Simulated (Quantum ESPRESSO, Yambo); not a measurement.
# Excitons of GaP (F-43m) on ever denser meshes, part 3 of 4

Wanted: excitons and ε₂ of GaP (F-43m), with cost.

Quantum ESPRESSO 7.5 and Yambo 5.3.0; PBE and many-body steps on it, plane waves. Known limits of the many-body steps: not at the basis limit; no spin-orbit coupling; coarse k mesh; bindings not settled in the k mesh.

So far. Step 8 (Triplet (no exchange term)): The lowest triplet lies at 2.525 eV; without spin-orbit coupling triplets are dark, so no spectrum is read. Step 9 (Empty states on the mesh, 6×6×6 mesh, 22 bands): On this mesh the gap is 1.653 eV.

### Step 11. k mesh (6×6×6)

This step: Bethe-Salpeter equation on PBE with a scissors shift, plane waves, norm-conserving pseudopotentials.

bse6.in

```
optics
bss
bse
em1s
dipoles
rim_cut
RandQpts= 1000000
RandGvec= 1 RL
Chimod= "HARTREE"
BSKmod= "SEX"
BSEmod= "resonant"
BSSmod= "d"
BSENGexx= 20 Ry
BSENGBlk= 4 Ry
% BSEQptR
 1 | 1 |
%
% BSEBands
 11 | 17 |
%
% BEnRange
 0 | 5 | eV
%
% BDmRange
 0.1 | 0.1 | eV
%
BEnSteps= 101
% BLongDir
 1 | 0 | 0 |
%
% BndsRnXs
 5 | 22 |
%
NGsBlkXs= 4 Ry
% LongDrXs
 1 | 1 | 1 |
%
% KfnQP_E
 0.883 | 1.0 | 1.0 |
%
WRbsWF
FFTGvecs= 47 Ry
```

Run with:

```bash
$ OMP_NUM_THREADS=1 mpirun -n 8 yambo -F bse6.in -J bse6 -C bse6 > bse6.log
```

The log of the run:

```text
 Yambo, version 5.3.0

 [02] CORE Variables Setup
 =========================

  [... cell, symmetries and grids as in the set-up ...]

  [02.05] Energies & Occupations
  ==============================

  [X] === General ===
  [X] Electronic Temperature                        :  0.000000  0.000000 [eV K]
  [X] Bosonic    Temperature                        :  0.000000  0.000000 [eV K]
  [X] Finite Temperature mode                       : no
  [X] El. density                                   :  0.64228E+24 [cm-3]
  [X] Fermi Level                                   :  8.204633 [eV]

  [X] === Gaps and Widths ===
  [X] Conduction Band Min                           :  1.653057 [eV]
  [X] Valence Band Max                              :  0.000000 [eV]
  [X] Filled Bands                                  :  13
  [X] Empty Bands                                   :  14  22
  [X] Direct Gap                                    :  1.817540 [eV]
  [X] Direct Gap localized at k                     :  1
  [X] Indirect Gap                                  :  1.653057 [eV]
  [X] Indirect Gap between kpts                     :   1  13
  [X] Last valence band width                       :  3.261238 [eV]
  [X] 1st conduction band width                     :  2.255512 [eV]

 [03] Transferred momenta grid and indexing
 ==========================================

 [BZ sampling] Q-grid is User defined and/or read from the database

 IBZ Q-points                                      :  16
 BZ  Q-points                                      :  216

 K/Q-points units:
 rlu = crystal or reduced units; cc = cartesian coordinates; iku = interal k-units

 Q [ 1]         [rlu]:  0.000000  0.000000  0.000000
 Q [ 2]         [rlu]:  0.25176E-17  0.25176E-17  0.16667
[...]
X band range                                     :   5  22
  X e/h energy range                               : -1.000000 -1.000000 [eV]
  X Time ordering                                  : T
  X Hxc Kernel                                     : HARTREE
  X Drude frequency                                :  0.000000  0.000000
  X poles                                          :  100.0000 [o/o]
  RL vectors in the sum                            :  1471
  [r,Vnl] included                                 : yes
  Field direction                                  :  0.577350E-5  0.577350E-5  0.577350E-5
  BZ energy Double Grid                            : no
  BZ energy DbGd points                            : 0
  BZ Q point size factor                           : -1.000000
  X Optical Averaged directions                    : none

 [08] Bethe Salpeter Equation driver
 ===================================

  [08.01] Bethe Salpeter Equation @q1
  ===================================

   [08.01.01] Transition pre-analysis @q1
   ======================================

   [08.01.02] Transition Groups build-up @q1
   =========================================

   [BSK] Transition groups (total):   64
   [BSK] Size (resonant):  2592
   [BSK]         (total):  2592
   [BSK] N. of matrices :  1

   [08.01.03] Loading Dipoles @q1
   ==============================

   [08.01.04] Independent Particles properties @q1
   ===============================================

   ==========================================================

   [BSE] Exchange components :   459
   [BSE] Correlation components :   51  229

    [08.01.05.01] Screened interaction header I/O
    =============================================

    [08.01.05.02] Main kernel loop
    ==============================

    [08.01.05.03] Wave-Function Phases
    ==================================

    [BSE] WF phases found       :  54.76190 [o/o]

   [08.01.06] BSE solver(s) @q1
   ============================

   [SLK-Digonalization]  Pools        :  2
   [SLK-Digonalization]  BLACS grid   :  2  2

   [08.01.07] Diago Solver @q1
   ===========================

 [11] Game Over & Game summary
```

Elapsed: 47 s, on 8 MPI ranks of AMD EPYC 7R43, shared host; peak memory 4 GiB; 6.1 min of CPU time.

Numbers from this step:

| Quantity | Value |
| --- | --- |
| transitions in the window | 2592 |
| direct gap of the transition levels | 2.701 eV |
| lowest state | 2.559 eV |
| first strong exciton (over a fiftieth of the strongest listed) | 2.559 eV |
| binding of the lowest state below the direct gap | 0.1413 eV |
| Coulomb term of one mesh cell | 0.1646 eV |

The binding is 0.86 times the screened Coulomb term of one mesh cell (0.16 eV), so it is not shown settled.

The lowest state lies at 2.559 eV, 0.141 eV under the direct gap.

Field along x; broadening 0.1 eV; transition window only. Limits: finite bands, cutoff and mesh; no spin-orbit coupling; exciton not shown settled in the k mesh. Table of ε₂ by photon energy; read off at these points:

```csv
photon energy (eV),BSE,no electron-hole interaction
0.00,0.136,0.105
0.15,0.148,0.113
0.25,0.156,0.118
0.40,0.171,0.128
0.55,0.187,0.139
0.70,0.207,0.151
0.80,0.222,0.160
0.95,0.248,0.176
1.10,0.280,0.194
1.20,0.305,0.209
1.35,0.351,0.234
1.50,0.410,0.266
1.60,0.460,0.291
1.75,0.561,0.340
1.90,0.711,0.407
2.05,0.962,0.505
2.15,1.25,0.604
2.30,2.23,0.862
2.45,6.14,1.52
2.55,12.4,2.81
2.70,5.41,7.97
2.85,3.57,3.22
2.95,4.00,2.21
3.10,6.72,2.21
3.25,17.3,3.21
3.40,65.0,6.39
3.45,68.5,8.79
3.50,48.4,12.9
3.65,13.4,46.6
3.80,6.38,19.8
3.90,5.04,9.07
4.05,4.95,4.63
4.20,7.46,3.77
4.30,13.3,4.13
4.45,37.2,7.00
4.60,26.4,19.6
4.75,39.1,17.9
4.85,43.3,19.2
5.00,33.7,29.0
```

### Step 12. Triplet (no exchange term)

bse7.in, as its differences from bse6.in of step 11:

```diff
@@ -12,3 +12,3 @@
 BSSmod= "d"
-BSENGexx= 20 Ry
+BSENGexx= 1 RL
 BSENGBlk= 4 Ry
```

Run with:

```bash
$ OMP_NUM_THREADS=1 mpirun -n 8 yambo -F bse7.in -J bse7,bse6_W -C bse7 > bse7.log
```

The log of the run:

```text
 Yambo, version 5.3.0

 [02] CORE Variables Setup
 =========================

  [... cell, symmetries and grids as in the set-up ...]

  [02.05] Energies & Occupations
  ==============================

  [X] === General ===
  [X] Electronic Temperature                        :  0.000000  0.000000 [eV K]
  [X] Bosonic    Temperature                        :  0.000000  0.000000 [eV K]
  [X] Finite Temperature mode                       : no
  [X] El. density                                   :  0.64228E+24 [cm-3]
[...]
=========================================

  [WARNING] [r,Vnl^pseudo] included in position and velocity dipoles.

  [WARNING] In case H contains other non local terms, these are neglected

 [07] Static Dielectric Matrix
 =============================

    [08.01.05.02] Main kernel loop
    ==============================

    [08.01.05.03] Wave-Function Phases
    ==================================

    [BSE] WF phases found       :  54.76190 [o/o]

   [08.01.06] BSE solver(s) @q1
   ============================

   [SLK-Digonalization]  Pools        :  2
   [SLK-Digonalization]  BLACS grid   :  2  2

   [08.01.07] Diago Solver @q1
   ===========================

 [11] Game Over & Game summary
```

Elapsed: 42 s, on 8 MPI ranks; peak memory 4 GiB; 5.5 min of CPU time.

The lowest triplet lies at 2.549 eV; without spin-orbit coupling triplets are dark, so no spectrum is read.

### Step 13. Empty states on the mesh, 8×8×8 mesh, 22 bands

This step: Quantum ESPRESSO 7.5; DFT, PBE, plane waves, norm-conserving pseudopotentials.

pw.in

```
&control
  calculation = 'nscf'
  prefix = 'x'
  outdir = 'o'
  pseudo_dir = 'pseudo'
/
&system
  ibrav = 0
  nat = 2
  ntyp = 2
  ecutwfc = 104.0
  nbnd = 22
  force_symmorphic = .true.
/
&electrons
  conv_thr = 1e-9
  electron_maxstep = 80
  diago_full_acc = .true.
  diago_thr_init = 5e-6
/
ATOMIC_SPECIES
  Ga 69.723 Ga.upf
  P 30.974 P.upf
CELL_PARAMETERS angstrom
  0.0000000000 2.7252500000 2.7252500000
  2.7252500000 0.0000000000 2.7252500000
  2.7252500000 2.7252500000 0.0000000000
ATOMIC_POSITIONS crystal
  Ga 0.0000000000 0.0000000000 0.0000000000
  P 0.2500000000 0.2500000000 0.2500000000
K_POINTS automatic
  8 8 8 0 0 0
```

Run with:

```bash
$ OMP_NUM_THREADS=1 mpirun -n 8 pw.x -nk 4 -in pw.in > pw.out
```

The log of the run:

```text
[banner, memory and clock lines left out]
Program PWSCF v.7.5 starts

     Atomic positions and unit cell read from directory:
     o/x.save/

     Message from routine setup:
     using ibrav=0 with symmetry is DISCOURAGED, use correct ibrav instead

     bravais-lattice index     =            0
     lattice parameter (alat)  =       7.2832  a.u.
     unit-cell volume          =     273.1780 (a.u.)^3
     number of atoms/cell      =            2
     number of atomic types    =            2
     number of electrons       =        26.00
[...]
-135.1871 -85.9119 -85.9119 -85.9118  -6.3489  -6.3304  -6.3304  -6.2377
    -6.2377  -4.0858   6.5754   7.9751   7.9751  10.6499  12.4404  12.4404
    12.6711  17.3262  17.3262  17.9133  20.0069  21.9595

          k = 0.1768 0.1768-0.1768 (  4873 PWs)   bands (ev):

  -135.1871 -85.9118 -85.9118 -85.9117  -6.3791  -6.3203  -6.3203  -6.2361
    -6.2361  -3.5122   4.3287   7.5424   7.5424  10.3580  12.9459  12.9459
    14.5489  17.1496  17.1496  18.1348  21.2975  24.3939

          k = 0.2652 0.2652-0.2652 (  4907 PWs)   bands (ev):

     [... further k-points ...]

     highest occupied, lowest unoccupied level (ev):     8.2046    9.8467

     XML data file, pseudopotentials, collected wavefunctions
```

Wall time 3.4 s (8 MPI ranks); peak memory 0.47 GiB.

This step gave:

* gap: 1.642 eV
* k of the valence top: 0, 0, 0
* k of the conduction bottom: 0, 0.375, 0.375
* least direct gap: 1.818 eV
* k points computed: 29
* lowest point of the top converged band, above the valence top: 12.45 eV

On this mesh the gap is 1.642 eV.

### Step 14. Conversion and set-up

This step: Yambo 5.3.0; conversion and set-up on PBE, plane waves, norm-conserving pseudopotentials.

Run with:

```bash
$ (cd o/x.save; p2y > p2y.log; mv SAVE ../..); yambo > setup.log
```

The log of the run:

```text
 Yambo, version 5.3.0

 [02] CORE Variables Setup
 =========================

  [02.01] Unit cells
  ==================

  Cell kind             :  FCC
  Atoms in the cell     :  Ga  P
  number of Ga atoms    :  1
  number of P  atoms    :  1

  List of atomic masses
  Mass of Ga    :  69.72300
  Mass of P     :  30.97400

  List of atomic coordinates    : [cc]
  Ga1       :  0.000000  0.000000  0.000000  order 1
  P1       :  2.574988  2.574988  2.574988  order 2

  Alat factors          :  5.149976  5.149976  5.149976 [a.u.]
  Direct lattice volume :  273.1780 [a.u.]
[...]
Q [ 1]         [rlu]:  0.000000  0.000000  0.000000
 Q [ 2]         [rlu]: -0.12963E-17 -0.12963E-17  0.12500
 Q [ 3]         [rlu]: -0.25926E-17 -0.25926E-17  0.25000
[...]
Q [ 8]         [rlu]: -0.25926E-17  0.12500      0.37500
 Q [ 9]         [rlu]: -0.52520E-17  0.12500      0.50000
 Q [10]         [rlu]:  0.51853E-17  0.12500     -0.37500
     [... 17 further rows ...]
 Q [28]         [rlu]:  0.125000 -0.500000 -0.375000
 Q [29]         [rlu]:  0.250000 -0.500000 -0.250000

  [03.01] X indexes
  =================

   [03.01.01] Sigma indexes
   ========================

 [06] Game Over & Game summary
```

Wall time 5 s (1 MPI rank); peak memory 0.26 GiB.

### Step 15. k mesh (8×8×8)

This step: Bethe-Salpeter equation on PBE with a scissors shift, plane waves, norm-conserving pseudopotentials.

bse9.in, as its differences from bse7.in of step 12:

```diff
@@ -12,3 +12,3 @@
 BSSmod= "d"
-BSENGexx= 1 RL
+BSENGexx= 20 Ry
 BSENGBlk= 4 Ry
@@ -18,3 +18,3 @@
 % BSEBands
- 11 | 17 |
+ 11 | 15 |
 %
```

Run with:

```bash
$ OMP_NUM_THREADS=1 mpirun -n 8 yambo -F bse9.in -J bse9 -C bse9 > bse9.log
```

The log of the run:

```text
 Yambo, version 5.3.0

 [02] CORE Variables Setup
 =========================

  [... cell, symmetries and grids as in the set-up ...]

  [02.05] Energies & Occupations
  ==============================

  [X] === General ===
  [X] Electronic Temperature                        :  0.000000  0.000000 [eV K]
  [X] Bosonic    Temperature                        :  0.000000  0.000000 [eV K]
  [X] Finite Temperature mode                       : no
  [X] El. density                                   :  0.64228E+24 [cm-3]
[...]
==========================================================

   [BSE] Exchange components :   459
   [BSE] Correlation components :    51   331

    [08.01.05.01] Screened interaction header I/O
    =============================================

    [08.01.05.02] Main kernel loop
    ==============================

    [08.01.05.03] Wave-Function Phases
    ==================================

    [BSE] WF phases found       :  67.24138 [o/o]

   [08.01.06] BSE solver(s) @q1
   ============================

   [SLK-Digonalization]  Pools        :  2
   [SLK-Digonalization]  BLACS grid   :  2  2

   [08.01.07] Diago Solver @q1
   ===========================

 [11] Game Over & Game summary
```

Wall time 95 s (8 MPI ranks); peak memory 5.1 GiB; 12 min of CPU time.

This step gave:

* transitions in the window: 3072
* direct gap of the transition levels: 2.701 eV
* lowest state: 2.578 eV
* first strong exciton (over a fiftieth of the strongest listed): 2.578 eV
* binding of the lowest state below the direct gap: 0.1229 eV
* Coulomb term of one mesh cell: 0.1423 eV

The binding is 0.86 times the screened Coulomb term of one mesh cell (0.14 eV), so it is not shown settled.

The lowest state lies at 2.578 eV, 0.123 eV under the direct gap.

Field along x; broadening 0.1 eV; transition window only. Limits: finite bands, cutoff and mesh; no spin-orbit coupling; exciton not shown settled in the k mesh. The ε₂ by photon energy; read off at these points:

```csv
photon energy (eV),BSE,no electron-hole interaction
0.00,0.103,0.0810
0.15,0.111,0.0867
0.25,0.117,0.0908
0.40,0.127,0.0977
0.55,0.139,0.105
0.70,0.152,0.114
0.80,0.163,0.121
0.95,0.180,0.132
1.10,0.201,0.145
1.20,0.217,0.154
1.35,0.246,0.172
1.50,0.282,0.192
1.60,0.311,0.209
1.75,0.368,0.239
1.90,0.448,0.279
2.05,0.571,0.335
2.15,0.701,0.388
2.30,1.09,0.518
2.45,2.45,0.821
2.55,5.11,1.39
2.60,5.29,2.00
2.70,2.97,3.61
2.85,2.19,1.68
2.95,2.56,1.33
3.10,4.39,1.52
3.25,11.3,2.38
3.40,35.5,5.28
3.45,35.6,7.70
3.50,32.9,11.7
3.65,12.2,23.8
3.80,6.56,11.4
3.90,7.40,6.06
4.05,13.4,5.51
4.20,12.5,8.34
4.30,23.3,6.71
4.35,27.5,7.44
4.45,22.7,13.2
4.60,28.0,14.2
4.75,30.2,18.2
4.85,23.7,20.5
5.00,24.1,25.6
```

The window of bands is narrower than in the first exciton run, so this row is not like for like with it.

The program warns that the window of bands cuts a degenerate level, which breaks the symmetry of states and spectrum.

### Step 16. Triplet (no exchange term)

bse10.in, as its differences from bse9.in of step 15:

```diff
@@ -12,3 +12,3 @@
 BSSmod= "d"
-BSENGexx= 20 Ry
+BSENGexx= 1 RL
 BSENGBlk= 4 Ry
```

Run with:

```bash
$ OMP_NUM_THREADS=1 mpirun -n 8 yambo -F bse10.in -J bse10,bse9_W -C bse10 > bse10.log
```

The log of the run:

```text
 Yambo, version 5.3.0

 [02] CORE Variables Setup
 =========================

  [... cell, symmetries and grids as in the set-up ...]

  [02.05] Energies & Occupations
  ==============================

  [X] === General ===
  [X] Electronic Temperature                        :  0.000000  0.000000 [eV K]
  [X] Bosonic    Temperature                        :  0.000000  0.000000 [eV K]
  [X] Finite Temperature mode                       : no
  [X] El. density                                   :  0.64228E+24 [cm-3]
[...]
=========================================

  [WARNING] [r,Vnl^pseudo] included in position and velocity dipoles.

  [WARNING] In case H contains other non local terms, these are neglected

 [07] Static Dielectric Matrix
 =============================

    [08.01.05.02] Main kernel loop
    ==============================

    [08.01.05.03] Wave-Function Phases
    ==================================

    [BSE] WF phases found       :  67.24138 [o/o]

   [08.01.06] BSE solver(s) @q1
   ============================

   [SLK-Digonalization]  Pools        :  2
   [SLK-Digonalization]  BLACS grid   :  2  2

   [08.01.07] Diago Solver @q1
   ===========================

 [11] Game Over & Game summary
```

Wall time 81 s (8 MPI ranks); peak memory 4.8 GiB.

The lowest triplet lies at 2.573 eV; without spin-orbit coupling triplets are dark, so no spectrum is read.

The program warns that the window of bands cuts a degenerate level, which breaks the symmetry of states and spectrum.

### Step 17. Empty states on the mesh, 10×10×10 mesh, 22 bands

This step: Quantum ESPRESSO 7.5; DFT, PBE, plane waves, norm-conserving pseudopotentials.

Edit pw.in of step 13 so:

```diff
@@ -31,2 +31,2 @@
 K_POINTS automatic
-  8 8 8 0 0 0
+  10 10 10 0 0 0
```

Run with:

```bash
$ OMP_NUM_THREADS=1 mpirun -n 8 pw.x -nk 4 -in pw.in > pw.out
```

The log of the run:

```text
[banner, memory and clock lines left out]
Program PWSCF v.7.5 starts

     Atomic positions and unit cell read from directory:
     o/x.save/

     Message from routine setup:
     using ibrav=0 with symmetry is DISCOURAGED, use correct ibrav instead

     bravais-lattice index     =            0
     lattice parameter (alat)  =       7.2832  a.u.
     unit-cell volume          =     273.1780 (a.u.)^3
     number of atoms/cell      =            2
     number of atomic types    =            2
     number of electrons       =        26.00
[...]
-135.1871 -85.9119 -85.9119 -85.9118  -6.3442  -6.3320  -6.3320  -6.2379
    -6.2379  -4.1581   7.0192   8.0503   8.0503  10.5942  12.3279  12.3279
    12.4161  17.4780  17.4780  17.6389  20.1493  21.5514

          k = 0.1414 0.1414-0.1414 (  4882 PWs)   bands (ev):

  -135.1871 -85.9118 -85.9118 -85.9117  -6.3664  -6.3245  -6.3245  -6.2371
    -6.2371  -3.7808   5.2111   7.7156   7.7156  10.5246  12.7860  12.7860
    13.7417  17.0656  17.0656  18.3153  20.3517  23.3829

          k = 0.2121 0.2121-0.2121 (  4900 PWs)   bands (ev):

     [... further k-points ...]

     highest occupied, lowest unoccupied level (ev):     8.2046    9.8089

     XML data file, pseudopotentials, collected wavefunctions
```

Wall time 5.2 s (8 MPI ranks); peak memory 0.46 GiB.

Numbers from this step:

- gap: 1.604 eV
- k of the valence top: 0, 0, 0
- k of the conduction bottom: 0, 0.4, 0.4
- least direct gap: 1.818 eV
- k points computed: 47
- lowest point of the top converged band, above the valence top: 12.45 eV

On this mesh the gap is 1.604 eV.

### Step 18. Conversion and set-up

This step: Yambo 5.3.0; conversion and set-up on PBE, plane waves, norm-conserving pseudopotentials.

Run with:

```bash
$ (cd o/x.save; p2y > p2y.log; mv SAVE ../..); yambo > setup.log
```

The log of the run:

```text
 Yambo, version 5.3.0

 [02] CORE Variables Setup
 =========================

  [02.01] Unit cells
  ==================

  Cell kind             :  FCC
  Atoms in the cell     :  Ga  P
  number of Ga atoms    :  1
  number of P  atoms    :  1

  List of atomic masses
  Mass of Ga    :  69.72300
  Mass of P     :  30.97400

  List of atomic coordinates    : [cc]
  Ga1       :  0.000000  0.000000  0.000000  order 1
  P1       :  2.574988  2.574988  2.574988  order 2

  Alat factors          :  5.149976  5.149976  5.149976 [a.u.]
  Direct lattice volume :  273.1780 [a.u.]
[...]
Q [ 1]         [rlu]:  0.000000  0.000000  0.000000
 Q [ 2]         [rlu]:  0.62884E-17 -0.75893E-17  0.10000
 Q [ 3]         [rlu]:  0.12577E-16 -0.15179E-16  0.20000
[...]
Q [ 8]         [rlu]:  0.50370E-17  0.10000      0.20000
 Q [ 9]         [rlu]:  0.75710E-17  0.10000      0.30000
 Q [10]         [rlu]: -0.12756E-16  0.10000      0.40000
     [... 35 further rows ...]
 Q [46]         [rlu]:  0.200000  0.400000 -0.300000
 Q [47]         [rlu]:  0.200000 -0.500000 -0.300000

  [03.01] X indexes
  =================

   [03.01.01] Sigma indexes
   ========================

 [06] Game Over & Game summary
```

Elapsed: 5.9 s, on 1 MPI rank; peak memory 0.27 GiB.

[end of part 3 of 4]

[Paths, hosts, dates, memory and timing lines, banners, echoed tables and standing remarks are left out of the program output.]

[Logs are printed without paths, hosts, clocks, repeated set-up lines and the standing remarks that a program may print on its own settings, such as how far it seeks lower states.]

[Runs of the session that timed out or met a known fault of the program may be left out.]

[Hosts, paths, dates, database ids (printed as entryN), source tags and the programs' standing remarks are cut or masked in the printed files.]
